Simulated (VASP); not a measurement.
# InSb (F-43m) in VASP: band structure with LDA

Aim: the band structure of InSb with LDA.

All numbers are computed with VASP 6.6.1; they aren't measurements. Logs are shortened: lines on timing, memory, paths and dates and some standing lists are left out, and cuts for length are marked.

**The experiment to reproduce.**

“Electronic Structure and Epitaxy of CdTe Shells on InSb Nanowires”, 2021, arxiv:2111.05126 quotes, for a bulk crystal of InSb: band gap 0.24 eV.

The runs below are set against these values where they give the same quantity.

## Step 1: The crystal as given

The structure is cubic, space group F-43m (No. 216). Conventional cell: a = 6.455 Å, b = 6.455 Å, c = 6.455 Å, α = 90.00°, β = 90.00°, γ = 90.00°. In (site symmetry -43m) is surrounded by 4 Sb at 2.80 Å. Sb (site symmetry -43m) is surrounded by 4 In at 2.80 Å.

## Step 2: Band structure, LDA

Contents of INCAR:

```
  ALGO = Fast
  EDIFF = 1E-7
  ENCUT = 520
  GGA = CA
  ISIF = 2
  ISMEAR = 0
  LASPH = T
  LCHARG = F
  LREAL = F
  LWAVE = F
  NELM = 60
  PREC = Accurate
  SIGMA = 0.02
```

Contents of KPOINTS:

```
k-points
0
Gamma
  8 8 8
```

Contents of POSCAR:

```
InSb                                    
1.0
    0.0000000000      3.2276261510      3.2276261510
    3.2276261510      0.0000000000      3.2276261510
    3.2276261510      3.2276261510      0.0000000000
  In              Sb            
     1     1
Direct
     0.0000000000000000    0.0000000000000000    0.0000000000000000
     0.2500000000000000    0.2500000000000000    0.2500000000000000
```

Contents of KPOINTS_OPT:

```
path GXWKGLUWLK,UX
10
line-mode
reciprocal
 0.0000000000  0.0000000000  0.0000000000  G
 0.5000000000  0.0000000000  0.5000000000  X

 0.5000000000  0.0000000000  0.5000000000  X
 0.5000000000  0.2500000000  0.7500000000  W

 0.5000000000  0.2500000000  0.7500000000  W
 0.3750000000  0.3750000000  0.7500000000  K

 0.3750000000  0.3750000000  0.7500000000  K
 0.0000000000  0.0000000000  0.0000000000  G

 0.0000000000  0.0000000000  0.0000000000  G
 0.5000000000  0.5000000000  0.5000000000  L

 0.5000000000  0.5000000000  0.5000000000  L
 0.6250000000  0.2500000000  0.6250000000  U

 0.6250000000  0.2500000000  0.6250000000  U
 0.5000000000  0.2500000000  0.7500000000  W

 0.5000000000  0.2500000000  0.7500000000  W
 0.5000000000  0.5000000000  0.5000000000  L

 0.5000000000  0.5000000000  0.5000000000  L
 0.3750000000  0.3750000000  0.7500000000  K

 0.6250000000  0.2500000000  0.6250000000  U
 0.5000000000  0.0000000000  0.5000000000  X
```

Potentials or basis: VASP PAW LDA potentials, release 64 (In_d, Sb).

Started as:

```
$ cat potpaw_LDA.64/In_d/POTCAR potpaw_LDA.64/Sb/POTCAR > POTCAR
$ mpirun -np 1 vasp_std > vasp.out
```

OUTCAR:

```text
EDIFF = 1E-7
   ENCUT = 520
   GGA = CA
   ISIF = 2
   ISMEAR = 0
   LASPH = T
   LREAL = F
   NELM = 60
   PREC = Accurate

 ion  position               nearest neighbor table
   1  0.000  0.000  0.000-   2 2.80   2 2.80   2 2.80   2 2.80
   2  0.250  0.250  0.250-   1 2.80   1 2.80   1 2.80   1 2.80

  LATTYP: Found a face centered cubic cell.
 ALAT       =     6.4552523020

  Lattice vectors:

 A1 = (   0.0000000000,   3.2276261510,   3.2276261510)
 A2 = (   3.2276261510,   0.0000000000,   3.2276261510)
 A3 = (   3.2276261510,   3.2276261510,   0.0000000000)

Analysis of symmetry for initial positions (statically):
=====================================================================
 Subroutine PRICEL returns:
 Original cell was already a primitive cell.

 Routine SETGRP: Setting up the symmetry group for a
 face centered cubic supercell.

 Subroutine GETGRP returns: Found 24 space group operations
 (whereof 24 operations were pure point group operations)
 out of a pool of 48 trial point group operations.

The static configuration has the point symmetry T_d .

Analysis of symmetry for dynamics (positions and initial velocities):
=====================================================================
 Subroutine PRICEL returns:
 Original cell was already a primitive cell.

 Routine SETGRP: Setting up the symmetry group for a
 face centered cubic supercell.

 Subroutine GETGRP returns: Found 24 space group operations
 (whereof 24 operations were pure point group operations)
 out of a pool of 48 trial point group operations.

The dynamic configuration has the point symmetry T_d .

 Subroutine INISYM returns: Found 24 space group operations
 (whereof 24 operations are pure point group operations),
 and found     1 'primitive' translations

----------------------------------------------------------------------------------------

                                     Primitive cell

  volume of cell :      67.2480

  direct lattice vectors                    reciprocal lattice vectors
     0.000000000  3.227626151  3.227626151    -0.154912613  0.154912613  0.154912613
     3.227626151  0.000000000  3.227626151     0.154912613 -0.154912613  0.154912613
     3.227626151  3.227626151  0.000000000     0.154912613  0.154912613 -0.154912613

  length of vectors
     4.564552677  4.564552677  4.564552677     0.268316516  0.268316516  0.268316516

  position of ions in fractional coordinates (direct lattice)
     0.000000000  0.000000000  0.000000000
     0.250000000  0.250000000  0.250000000

  ion indices of the primitive-cell ions
   primitive index   ion index
                 1           1
                 2           2

----------------------------------------------------------------------------------------

 KPOINTS: k-points

Automatic generation of k-mesh.
 Grid dimensions read from file:
 generate k-points for:    8    8    8

 Generating k-lattice:

  Cartesian coordinates                     Fractional coordinates (reciprocal lattice)
    -0.019364077  0.019364077  0.019364077     0.125000000  0.000000000  0.000000000
     0.019364077 -0.019364077  0.019364077     0.000000000  0.125000000  0.000000000
     0.019364077  0.019364077 -0.019364077     0.000000000  0.000000000  0.125000000

  Length of vectors
     0.033539564  0.033539564  0.033539564

  Shift w.r.t. Gamma in fractional coordinates (k-lattice)
     0.000000000  0.000000000  0.000000000

 Subroutine IBZKPT returns following result:
 ===========================================

 Found     29 irreducible k-points:

 Following reciprocal coordinates:
            Coordinates               Weight
  0.000000  0.000000  0.000000      1.000000
  0.125000  0.000000  0.000000      8.000000
  0.250000  0.000000  0.000000      8.000000
  0.375000  0.000000  0.000000      8.000000
  0.500000  0.000000  0.000000      4.000000
  0.125000  0.125000  0.000000      6.000000
[... 16 lines left out ...]
  0.500000  0.250000  0.125000     48.000000
 -0.375000  0.250000  0.125000     24.000000
 [... further k-points ...]
   k-points           NKPTS =     29   k-points in BZ     NKDIM =     29   number of bands    NBANDS=     13
   number of dos      NEDOS =    301   number of ions     NIONS =      2
   total plane-waves  NPLWV =  46656
   dimension x,y,z NGX =    36 NGY =   36 NGZ =   36
   dimension x,y,z NGXF=    72 NGYF=   72 NGZF=   72
   ions per type =               1   1
   NGX,Y,Z   is equivalent  to a cutoff of  13.11, 13.11, 13.11 a.u.
   NGXF,Y,Z  is equivalent  to a cutoff of  26.22, 26.22, 26.22 a.u.
 SYSTEM =  unknown system
   PREC   = accura    normal or accurate (medium, high low for compatibility)
   ISTART =      0    job   : 0-new  1-cont  2-samecut
   ICHARG =      2    charge: 1-file 2-atom 10-const
   ISPIN  =      1    spin polarized calculation?
   LNONCOLLINEAR =      F non collinear calculations
   LSORBIT =      F    spin-orbit coupling
   LASPH  =      T    aspherical Exc in radial PAW
   ENCUT  =  520.0 eV  38.22 Ry    6.18 a.u.   8.49  8.49  8.49*2*pi/ulx,y,z
   NELM   =     60;   NELMIN=  2; NELMDL= -5     # of ELM steps
   EDIFF  = 0.1E-06   stopping-criterion for ELM
   LREAL  =      F    real-space projection
   EDIFFG = 0.1E-05   stopping-criterion for IOM
   NSW    =      0    number of steps for IOM
   IBRION =     -1    ionic relax: 0-MD 1-quasi-New 2-CG
   NFREE  =      0    steps in history (QN), initial steepest desc. (CG)
   ISIF   =      2    stress and relaxation
   ISYM   =      2    0-nonsym 1-usesym 2-fastsym
   POTIM  = 0.5000    time-step for ionic-motion
   TEBEG  =    0.0;   TEEND  =   0.0 temperature during run
   PSTRESS=    0.0 pullay stress
   NELECT =      18.0000    total number of electrons
   NUPDOWN=      -1.0000    fix difference up-down
   EMIN   =  10.00;   EMAX   =-10.00  energy-range for DOS
   EFERMI =   0.00;   METHOD = LEGACY
   ISMEAR =     0;   SIGMA  =   0.02  broadening in eV -4-tet -1-fermi 0-gaus
   EFERMI_NEDOS =   21; number of points for ismear=-14 and -15
   IALGO  =     68    algorithm
   IMIX   =      4    mixing-type and parameters
     AMIX     =   0.40;   BMIX     =  1.00
     AMIX_MAG =   1.60;   BMIX_MAG =  1.00
  volume/ion in A,a.u.               =      33.62       226.91
  Fermi-wavevector in a.u.,A,eV,Ry     =   1.055049  1.993753 15.145018  1.113127
  Thomas-Fermi vector in A             =   2.190232
   LORBIT       =      0    0 simple, 1 ext, 2 COOP (PROOUT), +10 PAW based schemes
   GGA     = CA    functional components
   LHFCALC =     F    Hartree Fock is set to
   AEXX    =    0.0000 exact exchange contribution
   IVDW    =     0    specifies the selected vdW correction
   LEPSILON=     F    determine dielectric tensor
   LRPA    =     F    only Hartree local field effects (RPA)
 non-spin polarized calculation
 RMM-DIIS sequential band-by-band and
 Gauss-broadening in eV      SIGMA  =   0.02
  energy-cutoff  :      520.00
  volume of cell :       67.25
 maximum number of plane-waves:      1837
 NGX is ok and might be reduce to    36
   NGX = 17   NGY = 17   NGZ = 17

 number of electron      17.9999995 magnetization

 Free energy of the ion-electron system (eV)
  ---------------------------------------------------
  ext. energy  EPLUGINS =         0.00000000
  ---------------------------------------------------
  free energy    TOTEN  =        -8.21146384 eV

  energy without entropy =       -8.21140358  energy(sigma->0) =       -8.21143371

 E-fermi :   5.0156     XC(G=0):  -9.0381

 val. band max:        5.0095115383   @ k =   0.0000   0.0000   0.0000
 cond. band min:       5.4485267333   @ k =   0.5000   0.0000   0.0000
 fundamental gap:      0.4390151951
 Fermi energy:         5.0156028565

 k-point     1 :       0.0000    0.0000    0.0000
  band No.  band energies     occupation
      1      -9.5753      2.00000
      2      -9.5753      2.00000
      3      -9.5753      2.00000
      4      -9.4850      2.00000
      5      -9.4850      2.00000
      6      -5.8339      2.00000
      7       4.7056      2.00000
      8       5.0095      1.33334
      9       5.0095      1.33334
     10       5.0095      1.33333
     11       7.9164      0.00000
     12       7.9164      0.00000
     13       7.9164      0.00000

 k-point     2 :       0.1250    0.0000    0.0000
  band No.  band energies     occupation
      1      -9.5831      2.00000
      2      -9.5719      2.00000
      3      -9.5719      2.00000
      4      -9.4852      2.00000
      5      -9.4852      2.00000
      6      -5.6895      2.00000
      7       3.0877      2.00000
      8       4.7946      2.00000
      9       4.7946      2.00000
     10       5.8742      0.00000
     11       8.2088      0.00000
     12       8.2088      0.00000
     13       8.2818      0.00000

 k-point     3 :       0.2500    0.0000    0.0000
  band No.  band energies     occupation
      1      -9.6017      2.00000
      2      -9.5642      2.00000
      3      -9.5642      2.00000
      4      -9.4852      2.00000
      5      -9.4852      2.00000
      6      -5.2840      2.00000
      7       1.3126      2.00000
      8       4.3960      2.00000
      9       4.3960      2.00000
     10       5.7866      0.00000
     11       8.6611      0.00000
     12       8.6611      0.00000
     13       9.6673      0.00000
[... 305 lines left out ...]
 k-point    23 :       0.5000    0.2500    0.1250
  band No.  band energies     occupation
      1      -9.6328      2.00000
      2      -9.5509      2.00000
      3      -9.5460      2.00000
      4      -9.4913      2.00000
      5      -9.4821      2.00000
      6      -4.4316      2.00000
      7      -0.2029      2.00000
      8       2.4198      2.00000
      9       3.4977      2.00000
     10       7.2638      0.00000
     11       8.3269      0.00000
     12       9.4051      0.00000
     13      10.5629      0.00000

 k-point    24 :      -0.3750    0.2500    0.1250
  band No.  band energies     occupation
      1      -9.6374      2.00000
      2      -9.5498      2.00000
      3      -9.5435      2.00000
      4      -9.4896      2.00000
      5      -9.4834      2.00000
      6      -4.1511      2.00000
      7      -0.6822      2.00000
      8       2.2681      2.00000
      9       3.3318      2.00000
     10       7.2166      0.00000
     11       8.3687      0.00000
     12      10.0335      0.00000
     13      11.1066      0.00000

 [... further k-points ...]
[... 5 lines left out ...]
  --------------------------------------------------------------------------------------
  -------------------------------------------------------------------------------------
  Total       -0.0018925     -0.0018925     -0.0018925      0.0000000      0.0000000     -0.0000000
  in kB       -0.0450897     -0.0450897     -0.0450897      0.0000000      0.0000000     -0.0000000
  external PRESSURE =      -0.0450897 kB  Pullay stress =       0.0000000 kB

 VOLUME and BASIS-vectors are now :
 -----------------------------------------------------------------------------
  energy-cutoff  :      520.00
  volume of cell :       67.25
      direct lattice vectors                 reciprocal lattice vectors
     0.000000000  3.227626151  3.227626151    -0.154912613  0.154912613  0.154912613
     3.227626151  0.000000000  3.227626151     0.154912613 -0.154912613  0.154912613
     3.227626151  3.227626151  0.000000000     0.154912613  0.154912613 -0.154912613

 POSITION                                       TOTAL-FORCE (eV/Angst)
 -----------------------------------------------------------------------------------
      0.00000      0.00000      0.00000        -0.000000      0.000000     -0.000000
      1.61381      1.61381      1.61381         0.000000     -0.000000      0.000000
 -----------------------------------------------------------------------------------
    total drift:                               -0.000000     -0.000000     -0.000000

  FREE ENERGIE OF THE ION-ELECTRON SYSTEM (eV)
  ---------------------------------------------------
  free  energy   TOTEN  =        -8.2114638390 eV

  energy  without entropy=       -8.2114035802  energy(sigma->0) =       -8.21143371
```

Wall time 69 s (1 thread of Intel Xeon Platinum 8488C (Sapphire Rapids), shared host); peak memory 0.2 GiB.

What came out:

| Property | Result |
| --- | --- |
| Free energy | -8.2115 eV |
| Pressure | 0.0 GPa |
| Band gap along the path | none (metal or under the smearing width) |

Levels at the corners of the path, in eV from the Fermi level:
```csv
point,band 7,band 8,band 9,band 10,band 11,band 12
Γ,-0.31,-0.01,-0.01,-0.01,2.90,2.90
X,-6.03,-2.32,-2.32,1.22,1.24,8.10
X,-6.03,-2.32,-2.32,1.22,1.24,8.10
W,-5.92,-2.94,-2.81,3.47,3.91,4.16
W,-5.92,-2.94,-2.81,3.47,3.91,4.16
K,-5.90,-3.21,-1.97,1.52,3.63,6.19
K,-5.90,-3.21,-1.97,1.52,3.63,6.19
Γ,-0.31,-0.01,-0.01,-0.01,2.90,2.90
Γ,-0.31,-0.01,-0.01,-0.01,2.90,2.90
L,-5.73,-1.04,-1.04,0.43,3.76,3.76
L,-5.73,-1.04,-1.04,0.43,3.76,3.76
U,-5.90,-3.21,-1.97,1.52,3.63,6.19
U,-5.90,-3.21,-1.97,1.52,3.63,6.19
W,-5.92,-2.94,-2.81,3.47,3.91,4.16
W,-5.92,-2.94,-2.81,3.47,3.91,4.16
L,-5.73,-1.04,-1.04,0.43,3.76,3.76
L,-5.73,-1.04,-1.04,0.43,3.76,3.76
K,-5.90,-3.21,-1.97,1.52,3.63,6.19
U,-5.90,-3.21,-1.97,1.52,3.63,6.19
X,-6.03,-2.32,-2.32,1.22,1.24,8.10
```

Caveat: spin-orbit coupling is left out, which moves the levels of the heavy elements; this crystal is a semiconductor, whose small gap the functional closes, so the metal is an error of the method.

## Step 3: Comparison with measurements

Step 2. Measured gap of InSb: 0.24 eV (quoted in “Electronic Structure and Epitaxy of CdTe Shells on InSb Nanowires”, 2021, arxiv:2111.05126). This calculation gives 0.00 eV (-0.24 eV). Spin-orbit coupling on In, Sb is left out. The value is that of LDA, without temperature or zero-point motion. Semilocal functionals fall short of measured gaps as a rule.
